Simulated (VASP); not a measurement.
A run of VASP 6.6.1 is set up as follows.

Contents of INCAR:

```
SYSTEM = Bi
PREC = Accurate
ENCUT = 520
EDIFF = 1E-6
ISMEAR = 0
SIGMA = 0.1
LREAL = .FALSE.
LASPH = .TRUE.
NELM = 100
ALGO = Fast
ISIF = 2
LWAVE = .FALSE.
LCHARG = .TRUE.
GGA = PS
LELF = .TRUE.
LVHAR = .TRUE.
NBANDS = 22
```

KPOINTS

```
Automatic mesh
0
G
  10 10 14
  0 0 0
```

Contents of POSCAR:

```
Bi
1.0
    3.5157039188     -3.1407599526     -0.1416456846
    3.5157039188      3.1407599526     -0.1416456846
   -1.3964446604      0.0000000000      2.9886188763
Bi
2
Direct
    0.2498265239      0.2498265239      0.1196856723
    0.7501734761      0.7501734761      0.8803143277
```

Potentials or basis: VASP PAW PBE potentials, release 64 (Bi_d).

Command:

```bash
$ cat potpaw_PBE.64/Bi_d/POTCAR > POTCAR
$ mpirun -np 1 vasp_std > vasp.out
```

(1) Estimate the pressure.

(2) Predict the band gap on the k mesh.

Answers

(1) -0.1 GPa.

(2) none (metal or under the smearing width).

Caveat: the PAW data sets were made with another functional, which shifts forces and pressure a little; spin-orbit coupling is left out, which moves the levels of the heavy elements.
